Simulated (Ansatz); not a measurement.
Set up this calculation in Ansatz 0.2.0, as the native input.

```
Task                : relaxation of cell and atoms
Functional          : PBE
Dispersion          : D4
Potentials or basis : Ansatz PAW
Cutoff              : 420 eV (not typed: the program's choice for these potentials)
k mesh              : 9 × 6 × 6
Occupations         : fermi-dirac, width 0.05 eV
Spin                : no spin polarisation
```

The system is Sb.

```
CELL_PARAMETERS angstrom
3.12240 0.00000 0.00000
0.00000 4.34752 0.00000
-0.03891 0.00000 4.40585
ATOMIC_POSITIONS crystal
Sb 0.01139 0.25000 0.24117
Sb 0.98861 0.75000 0.75883
```

This isn't the form of Sb at room conditions, which is rhombohedral.

These files were run (other wordings do the same):

input.yaml

```yaml
crystal:
  lattice:
    - [3.122402, 0.0, 0.0]
    - [0.0, 4.347518, 0.0]
    - [-0.038915, 0.0, 4.405852]
  atoms:
    - { symbol: Sb, position: [0.011389, 0.25, 0.241166] }
    - { symbol: Sb, position: [0.988611, 0.75, 0.758834] }
hamiltonian:
  xc: pbe
  pseudopotentials: { kind: paw }
  dispersion: d4
kpoints:
  mp_grid: { grid: [9, 6, 6] }
scf:
  occupations: { method: fermi_dirac, width: 0.05 }
output:
  forces: true
  stress: true
  eigenvalues: true
relax:
  f_tol: 0.01
  max_steps: 40
  cell: { stress_tol: 0.05 }
```

Potentials or basis: Ansatz PAW.

Command:

```console
$ ansatz run input.yaml --threads 2 --pin off --max-ram 5632MiB --backend cpu --events-out ev --progress --plain --runs-dir out
```

It gave:

* Relaxed volume: 28.61 Å³/atom
* Relaxed cell: a = 3.071 Å, b = 4.302 Å, c = 4.330 Å, α = 90.00°, β = 90.02°, γ = 90.00°
* Space group after relaxing (to 0.05 Å): Pm-3m (No. 221)
* Energy gained by relaxing: 11.6 meV/atom
* Ionic steps: 9
* Pressure after relaxing: 0.0 GPa
* Band gap on the k mesh: none (metal or under the smearing width)

Caveat: the plane-wave basis is chosen anew once the cell has moved, so the energies of steps on either side of that aren't comparable; pairwise dispersion overbinds metals, which lowers pressure and volume.

Run time: 35 s on 2 threads of Arm Neoverse V1, on a shared host, peak memory 0.4 GiB.
